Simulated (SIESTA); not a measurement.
# Pb under changes of volume

One of the cells (30.323 Å³/atom); the others are scaled copies at fixed shape and fractional positions:

```xyz
1
Lattice="0.0000 2.4750 2.4750 2.4750 0.0000 2.4750 2.4750 2.4750 0.0000" Properties=species:S:1:pos:R:3 pbc="T T T"
Pb    0.0000    0.0000    0.0000
```

- Program: SIESTA 5.4.2
- Functional: vdW-DF-cx
- Potentials or basis: PseudoDojo 0.4 standard (PBE files)
- Basis: DZP (energy shift 0.003 Ry; two zetas on semicore shells)
- Grid cutoff: 500 Ry
- Energy shift: 0.003 Ry
- k mesh: 9 × 9 × 9
- Occupations: fermi-dirac, width 0.05 eV
- Spin: no spin polarisation

```tsv
volume (Å³/atom)	energy over the lowest point (meV/atom)	pressure (GPa)
28.503	21.17	3.6
29.110	9.96	2.3
29.716	3.24	1.3
30.323	0.00	0.4
30.929	0.49	-0.6
31.535	?	?
32.142	10.07	-1.9
```

**Question.** What does the run at 31.535 Å³/atom give?

**Answer.** Energy over the lowest point 4.10 meV/atom; pressure -1.2 GPa.

Worked out: A Birch-Murnaghan fit of order 3 (a polynomial in V^(-2/3)) to the other rows has its minimum at 30.55 Å³/atom with B0 = V·E''(V) = 44 GPa and B' = 4.5. It gives 3.89 meV/atom at 31.535 Å³/atom, against the run's 4.10, and -dE/dV = -1.3 GPa, against -1.2.

Energies are extrapolated to zero smearing.

Caveats: the potentials were made for another functional, which shifts forces and pressure; the basis of atomic orbitals isn't converged, which shifts pressures, moduli and gaps.
